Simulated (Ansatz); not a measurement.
# NbC: the cost of one run

Program: Ansatz 0.2.0. Level of theory: DFT LDA, scalar-relativistic, plane waves, PAW. These are calculated values, not measurements.

## 1. The system as given

It takes space group Fm-3m (No. 225, cubic). The conventional cell has a = 4.400 Å, b = 4.400 Å, c = 4.400 Å, α = 90.00°, β = 90.00°, γ = 90.00°. Nb (site symmetry m-3m) has 6 C at 2.20 Å as nearest neighbours. C (site symmetry m-3m) has 6 Nb at 2.20 Å as nearest neighbours.

As a file:

```
Nb C
1.0
     0.00000    2.20000    2.20000
     2.20000    0.00000    2.20000
     2.20000    2.20000    0.00000
Nb C
1 1
Direct
  0.00000 0.00000 0.00000
  0.50000 0.50000 0.50000
```

Source of the structure: the Crystallography Open Database.

## 2. Quick check of gap, pressure and forces

File input.yaml:

```yaml
crystal:
  lattice:
    - [0.0, 2.2, 2.2]
    - [2.2, 0.0, 2.2]
    - [2.2, 2.2, 0.0]
  atoms:
    - { symbol: Nb, position: [0.0, 0.0, 0.0] }
    - { symbol: C, position: [0.5, 0.5, 0.5] }
basis:
  ecutwfc: 420
kpoints:
  mp_grid: { grid: [8, 8, 8] }
hamiltonian:
  xc: lda
scf:
  occupations: { method: gaussian, width: 0.1 }
output:
  forces: true
  stress: true
  eigenvalues: true
```

The run is started by

```console
$ ansatz run input.yaml --threads 1 --pin off --max-ram 1228MiB --backend cpu --events-out ev --progress --plain --runs-dir out
```

What time and memory should one allow on 1 thread of an Arm CPU, shared host?

About 1.4 s, with a peak of 0.28 GiB.
